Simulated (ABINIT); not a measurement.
Runs of ABINIT 10.8.3 (patched build) on SiC. Symmetry: P6_3mc, No. 186, hexagonal system. The conventional cell has a = 3.076 Å, b = 3.076 Å, c = 10.071 Å, α = 90.00°, β = 90.00°, γ = 120.00°. Si (site symmetry 3m) is surrounded by 4 C at 1.88 to 1.89 Å. Si (site symmetry 3m) has 4 C at 1.88 to 1.89 Å as nearest neighbours. C (site symmetry 3m) has 4 Si at 1.88 to 1.89 Å as nearest neighbours. C (site symmetry 3m) is surrounded by 4 Si at 1.88 to 1.89 Å. The cell is a database's computed one.

| task | level | potentials or basis | k mesh | gap on the mesh (eV) | pressure (GPa) | largest force (eV/Å) |
| --- | --- | --- | --- | --- | --- | --- |
| band structure | LDA-VWN | JTH PAW LDA v2.0 | 10 × 10 × 3 | 2.18 | -4.2 | 0.01 |
| band structure | LDA-PZ | JTH PAW LDA v2.0 | 10 × 10 × 3 | 2.17 | (c) | 0.01 |
| band structure | WC | JTH PAW PBE v2.0 | 10 × 10 × 3 | (b) | (a) | - |
| single point | LDA | JTH PAW LDA v2.0 | 8 × 8 × 2 | 2.18 | -4.1 | 0.01 |
| single point | LDA | JTH PAW LDA v2.0 | 13 × 13 × 4 | 2.23 | -4.1 | 0.01 |
| single point | LDA | JTH PAW LDA v2.0 | 6 × 6 × 2 | 2.17 | -4.1 | 0.01 |
| band structure | HCTH407 | JTH PAW PBE v2.0 | 10 × 10 × 3 | 2.56 | 0.5 | 0.02 |
| band structure | revPBE | JTH PAW PBE v2.0 | 10 × 10 × 3 | 2.25 | 5.6 | 0.01 |

Alike in all rows: no spin polarisation; cell as given; cutoff (eV) 544; smearing fermi-dirac 0.05 eV.

Q: Estimate the missing entries.

A: (a) 0.0; (b) 2.15; (c) -3.8.

Caveats: the PAW data sets were made with another functional, which shifts forces and pressure a little (some runs); an odd mesh through Γ misses points on the zone boundary, where band edges often lie (some runs).

Runs at the PBE level aren't shown here.
